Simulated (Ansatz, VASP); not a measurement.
## HfO2 in VASP and in Ansatz

The input POSCAR:

```
HfO2
1.0
    0.0000000000      2.5291823175      2.5291823175
    2.5291823175      0.0000000000      2.5291823175
    2.5291823175      2.5291823175      0.0000000000
Hf O
1 2
Direct
    0.0000000000      0.0000000000      0.0000000000
    0.2500000000      0.2500000000      0.2500000000
    0.7500000000      0.7500000000      0.7500000000
```

File INCAR.step1:

```
SYSTEM = HfO2
  PREC = Accurate
  ENCUT = 520
  ISMEAR = 0
  SIGMA = 0.01
  LREAL = .False.
  LASPH = .True.
  NELM = 80
  NBANDS = 18
  GGA = PE
  ALGO = Normal
  EDIFF = 1E-4
  LWAVE = .True.
  LCHARG = .False.
```

The input INCAR.step2:

```
SYSTEM = HfO2
  PREC = Accurate
  ENCUT = 520
  EDIFF = 1E-6
  ISMEAR = 0
  SIGMA = 0.01
  LREAL = .False.
  LASPH = .True.
  NELM = 80
  ALGO = Normal
  ISIF = 2
  LWAVE = .False.
  LCHARG = .True.
  METAGGA = R2SCAN
  LMIXTAU = .True.
  LELF = .True.
  LVHAR = .True.
  NBANDS = 18
  ISTART = 1
```

KPOINTS

```
regular mesh
0
Gamma
  8 8 8
  0 0 0
```

Input for Ansatz:

```yaml
crystal:
  lattice:
    - [0.0, 2.5291823175, 2.5291823175]
    - [2.5291823175, 0.0, 2.5291823175]
    - [2.5291823175, 2.5291823175, 0.0]
  atoms:
    - { symbol: Hf, position: [0.0, 0.0, 0.0] }
    - { symbol: O, position: [0.25, 0.25, 0.25] }
    - { symbol: O, position: [0.75, 0.75, 0.75] }
kpoints:
  mp_grid: { grid: [8, 8, 8] }
  band_path:
    path:
      - [0.0, 0.0, 0.0]
      - [0.5, 0.0, 0.5]
      - [0.625, 0.25, 0.625]
      - [0.375, 0.375, 0.75]
      - [0.5, 0.5, 0.5]
      - [0.5, 0.25, 0.75]
      - [0.0, 0.5, 0.5]
    npoints: 1
hamiltonian:
  xc: r2scan
scf:
  occupations: { method: fixed }
  n_extra_bands: 4
output:
  forces: true
  stress: true
  eigenvalues: true
```

Alike in both runs: task single point; functional r2SCAN; k mesh 8 × 8 × 8; no spin polarisation.

|  | VASP | Ansatz |
| --- | --- | --- |
| version | VASP 6.6.1 | Ansatz 0.2.0 |
| potentials or method | VASP PAW PBE potentials, release 64 (Hf_pv, O) | plane waves, PAW |
| plane-wave cutoff (eV) | 520 | 500 |
| occupations | gaussian, width 0.01 eV | fixed |
| valence electrons in the cell | 22 | 38 |

```csv
,VASP,Ansatz,Ansatz less VASP
gap on the k mesh at the Fermi level (eV),4.32,4.30,-0.013
pressure (GPa),-3.9,0.0,+3.95
```

One of these differences is far larger than is usual between the two programs; its cause wasn't traced. The two sets of potentials don't hold the same shells in valence.

Caveats: the PAW data sets were made with another functional, which shifts forces and pressure a little (VASP); spin-orbit coupling is left out, which moves the levels of the heavy elements. A k mesh can miss the band edges. r2SCAN opens gaps a little over a GGA but as a rule still falls short of measured ones.
